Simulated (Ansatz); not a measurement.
Crystal: Ir.

```xyz
1
Lattice="0.0000 1.9156 1.9156 1.9156 0.0000 1.9156 1.9156 1.9156 0.0000" Properties=species:S:1:pos:R:3 pbc="T T T"
Ir    0.0000    0.0000    0.0000
```

Base run:

| Quantity | Value |
| --- | --- |
| Program | Ansatz 0.2.0 |
| Functional | PBE |
| Potentials or basis | all-electron LAPW, scalar-relativistic |
| Cutoff | 284 eV (chosen from the basis error) |
| Basis error allowed | 0.001 eV/atom |
| k mesh | 12 × 12 × 12 |
| Occupations | gaussian, width 0.024 eV |
| Spin | no spin polarisation |

Its results: pressure 11.0 GPa.

The run is repeated on the same cell with these changes: functional from PBE to revPBE; occupations from gaussian, width 0.024 eV to fermi-dirac, width 0.05 eV. What comes out?

Pressure 14.1 GPa.
